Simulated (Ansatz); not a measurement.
The system is NiO2.

```
CELL_PARAMETERS angstrom
2.79878 0.00000 0.00000
-1.39939 2.42382 0.00000
0.00000 0.00000 4.61827
ATOMIC_POSITIONS crystal
Ni 0.00000 0.00000 0.50000
O 0.33333 0.66667 0.29396
O 0.66667 0.33333 0.70604
```

The cell comes from a database or a generator and needn't be the stable form of this composition.

A run of Ansatz 0.2.0 on this cell left the log below. Logs are shortened: lines on timing, memory, paths and dates and some standing lists are left out, and cuts for length are marked.

```text
Warning: RAYON_NUM_THREADS=2 ignored (pool sized by the plan → 2); use --threads N
Engine: ansatz 0.2.0, x86_64-unknown-linux-gnu
Pseudopotentials: kind: paw
Pseudopotential: Ni, paw, valence charge 18, recommended cutoff 420 eV (normal), Ni.paw.azcp
Pseudopotential: O, paw, valence charge 6, recommended cutoff 420 eV (normal), O.paw.azcp
Functional definition: PBEsol
  exchange = pbesol_x
  correlation = pbesol_c
Crystal: 3 atoms, lattice volume = 31.329 Å³
Basis set: ecut = 420 eV, 603 PW (Γ), exchange–correlation on 40×40×64 points (8 copies of the dense FFT grid, shifted against one another)
Bands: 20, of which v1, the nominal top of the filled ones, is band 15 counted from 1 (14 counted from 0)
Symmetry: 12 space group operations
Space group: P-3m1 (ITA 164), of the structure as read, at distance tolerance 3.2e-5 Å
Magnetic group: BNS 164.85 (UNI 1315), of the structure as read, at distance tolerance 3.2e-5 Å
k-points: 84 of 726
Non-local potential: Ni, projectors of the file, l = 0: 3, l = 1: 2, l = 2: 3, l = 3: 1
Non-local potential: O, projectors of the file, l = 0: 2, l = 1: 2, l = 2: 1
PAW form: soft (Blöchl's): semilocal exchange-correlation on the pseudo side does not see the compensation charge
PAW frozen core: Ni, regenerated for the run's functional, and the local potential with it (the file was generated under x = pbe(κ = 0.804, μ = 0.2195149727645171), c = pbe(β = 0.06672455060314922))
PAW frozen core: O, regenerated for the run's functional, and the local potential with it (the file was generated under x = pbe(κ = 0.804, μ = 0.2195149727645171), c = pbe(β = 0.06672455060314922))
PAW one-centre angular grid: Ni, 590 points (default); XC on 64 Gauss nodes
PAW one-centre angular grid: O, 110 points (default); XC on 64 Gauss nodes
Initial density: superposition of atomic densities (chi_scale 0.1, normalization cell, long waves kept (reshape's long-wave potential 0.19 eV rms))
Starting moments: Σ|m| = 1 μB on 1 of 3 sites
Initial wavefunctions: pseudopotential atomic-orbital guess
Functional: x = pbesol(κ = 0.804, μ = 0.12345679012345678), c = pbesol(β = 0.046)
SCF iter   1: F=—  HF=-6922.379299 eV  |F-HF|=—  |Δ(HF+E_count)|=         —  Δρ=1.37e-1 (↑6.25e-2 ↓1.37e-1)  dr2=8.53e0  dr2_m=8.54e-1  M=0.020 μB ∫|m|=0.617 μB  β_m=0.30  ethr=3.10e-3  ⟨swp⟩=5.6  Hψ=14488  notcnv=0
[... 200 lines left out ...]
Free energy (F): -6923.791204 eV
Harris-Foulkes:  -6923.791204 eV  (|F-HF|=0.00e0)
Internal energy: -6923.791174 eV  (E = F + TS)
E sigma→0 (E₀):  -6923.791189 eV
Entropy (-TS):   -0.000030 eV (-0.010 meV/atom)
Fermi energy:    10.025043 eV
--- Per-component energies (eV) ---
  E_band       = -440.994340
  E_kinetic    = 625.145953
  E_local      = -5352.682277  (includes V_loc(G=0)·N_el)
  E_nonlocal   = 723.595556
  E_hartree    = 2215.822864
  E_xc         = -229.527048
  E_vxc        = -295.450499  (∫ρ·V_xc dr)
  E_paw        = -1887.675788  (= ΣΔE_a)
  E_vpaw       = -573.253817  (= ΣTr[D̂ρ^β])
  E_aug_tail   = 0.004915  (compensation charges beyond the density's cutoff)
  E_ewald      = -3018.743213
  E_core_change = 0.267865  (= ΣΔE_core)
  E_smearing   = -0.000030  (= −TS)
  E_closure    = -0.000000  (closes the sum)
  Σ components = -6923.791204   (vs F -6923.791204, Δ=0.00e0)
--- Forces (eV/Å), atoms counted from 1 ---
  atom   1  Ni     0.00000000     0.00000000     0.00000000
  atom   2  O      0.00000000    -0.00000000     0.00027312
  atom   3  O      0.00000000     0.00000000    -0.00027312
  max |Σ_I F_I| component: 0.00e0 eV/Å
--- Stress (GPa, compression-positive) ---
        4.993054       0.000000       0.000000
        0.000000       4.993054       0.000000
        0.000000       0.000000       4.976576
  P = ⅓ Tr σ = 4.9876 GPa (49.876 kbar)
--- Band table (eV; the first three rows and the last of 168) ---
  k-point 0 ↑: bands = ["-94.5050", "-55.0872", "-55.0872", "-54.8112", "-10.5819", "-7.6004", "3.0201", "3.6470", "3.6470", "7.2698", "7.2698", "8.3434", "8.3434", "9.0273", "9.1699", "11.7180", "11.7180", "17.6774", "20.5098", "26.9994"]
  k-point 1 ↑: bands = ["-94.5050", "-55.0871", "-55.0871", "-54.8112", "-10.5073", "-7.7390", "3.3025", "3.6563", "3.6563", "7.2668", "7.2668", "8.3094", "8.3094", "8.4212", "9.4007", "11.7547", "11.7547", "18.0811", "20.5557", "26.7295"]
  k-point 2 ↑: bands = ["-94.5050", "-55.0871", "-55.0871", "-54.8113", "-10.3356", "-8.0334", "3.6747", "3.6747", "3.9921", "7.2609", "7.2609", "7.4752", "8.2403", "8.2403", "9.4956", "11.8259", "11.8259", "19.0296", "20.5059", "26.2468"]
  k-point 83 ↓: bands = ["-94.4988", "-55.1337", "-55.1222", "-54.8017", "-8.2412", "-8.2158", "3.1713", "3.3838", "4.5619", "5.6504", "5.9714", "6.4562", "7.6416", "8.4671", "8.6200", "11.3142", "11.3158", "22.8897", "24.5195", "25.2625"]
--- Relaxed structure (9 steps of the walk, 9 accepted, 3 SCFs on fresh bases) ---
  F+E_penalty+E_count = -6923.79120413 eV   max|allowed force component| = 2.731e-4 eV/Å   (the final SCF, on the basis selected at the relaxed cell)
  cell:  # Å, volume = 27.3202 Å³
    - [2.771748851834926, 0.0, -5.015584007876471e-33]
    - [-1.385874425917463, 2.4004049185993956, -1.5761312042930634e-34]
    - [-8.276220627335915e-33, -5.0785899304106744e-33, 4.106251631746983]
  atoms:
    - { symbol: Ni, position: [-7.45735010782714e-35, -9.490886014482865e-35, 0.49999999999999994] }
    - { symbol: O, position: [0.3333333333333333, 0.6666666666666666, 0.2730607220838579] }
    - { symbol: O, position: [0.6666666666666666, 0.3333333333333333, 0.7269392779161421] }
```

Question: Write the input and the command behind it.

Answer: Relaxation of cell and atoms with PBEsol, collinear spin, ferromagnetic start. The files as run (others can give the same):

input.yaml
```yaml
crystal:
  lattice:
    - [2.798781865, 0.0, 0.0]
    - [-1.3993909325, 2.4238161948, 0.0]
    - [0.0, 0.0, 4.618273]
  atoms:
    - { symbol: Ni, position: [0.0, 0.0, 0.5], spin: 1.0 }
    - { symbol: O, position: [0.3333333333, 0.6666666667, 0.293961] }
    - { symbol: O, position: [0.6666666667, 0.3333333333, 0.706039] }
hamiltonian:
  xc: pbesol
  pseudopotentials: { kind: paw }
magnetization:
  spin_polarized: true
kpoints:
  mp_grid: { grid: [11, 11, 6] }
scf:
  occupations: { method: fermi_dirac, width: 0.05 }
output:
  forces: true
  stress: true
  eigenvalues: true
relax:
  f_tol: 0.01
  max_steps: 40
  cell: { stress_tol: 0.05, p_target: 5.0 }
```

Potentials or basis: Ansatz PAW.
Run with:
```console
$ ansatz run input.yaml --threads 2 --pin off --max-ram 5632MiB --backend cpu --events-out ev --progress --plain --runs-dir out
```

Caveat: odd divisions of the mesh miss points on the zone boundary, where band edges often lie, so the gap on the mesh can be too wide; the plane-wave basis is chosen anew once the cell has moved, so the energies of steps on either side of that aren't comparable; the pressure holds a Pulay correction of +1.1 GPa for the finite cutoff; the PAW data sets come from PBE, with cores solved anew for the run's functional, which leaves a small shift of forces and pressure; the starting moments weren't kept.
